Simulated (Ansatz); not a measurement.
H under changes of volume

One of the cells (11.780 Å³/atom); the others are scaled copies at fixed shape and fractional positions:

```
H
1.0
    -1.69153    1.69153    2.05847
     1.69153   -1.69153    2.05847
     1.69153    1.69153   -2.05847
H
2
Cartesian
  0.0000 0.0000 0.3711
  0.0000 0.0000 3.7459
```

* Program: Ansatz 0.2.0
* Functional: PBE
* Potentials or basis: Ansatz PAW
* Cutoff: 420 eV (not typed: the program's choice for these potentials)
* k mesh: 11 × 11 × 11
* Occupations: fermi-dirac, width 0.05 eV
* Spin: no spin polarisation

| volume (Å³/atom) | energy over the lowest point (meV/atom) | pressure (GPa) | gap on the mesh (eV) | largest force (eV/Å) |
| --- | --- | --- | --- | --- |
| 11.073 | ? | ? | ? | ? |
| 11.309 | 5.23 | 1.6 | 9.10 | 0.647 |
| 11.544 | 3.17 | 1.2 | 9.07 | 0.458 |
| 11.780 | 1.66 | 0.9 | 9.05 | 0.276 |
| 12.015 | 0.64 | 0.5 | 9.03 | 0.103 |
| 12.251 | 0.10 | 0.2 | 9.01 | 0.063 |
| 12.487 | 0.00 | -0.1 | 8.99 | 0.222 |

Q: What does the run at 11.073 Å³/atom give?

A: Energy over the lowest point 7.89 meV/atom; pressure 2.0 GPa; gap on the mesh 9.12 eV; largest force 0.846 eV/Å.

Worked out: A Birch-Murnaghan fit of order 3 (a polynomial in V^(-2/3)) to the other rows has its minimum at 12.42 Å³/atom with B0 = V·E''(V) = 15.0 GPa (rough, since the energies scatter) at fixed shape and positions, which overstates the stiffness. It gives 7.87 meV/atom at 11.073 Å³/atom, against the run's 7.89, and -dE/dV = 2.0 GPa, against 2.0. A straight line through the other rows of the gap, of slope -1.08 eV per unit of ln V, extrapolates to 9.12 eV, against the run's 9.12.

Energies are extrapolated to zero smearing.

Caveats: odd divisions of the mesh miss points on the zone boundary, where band edges often lie, so the gap on the mesh can be too wide.

A mesh can miss the band edges.
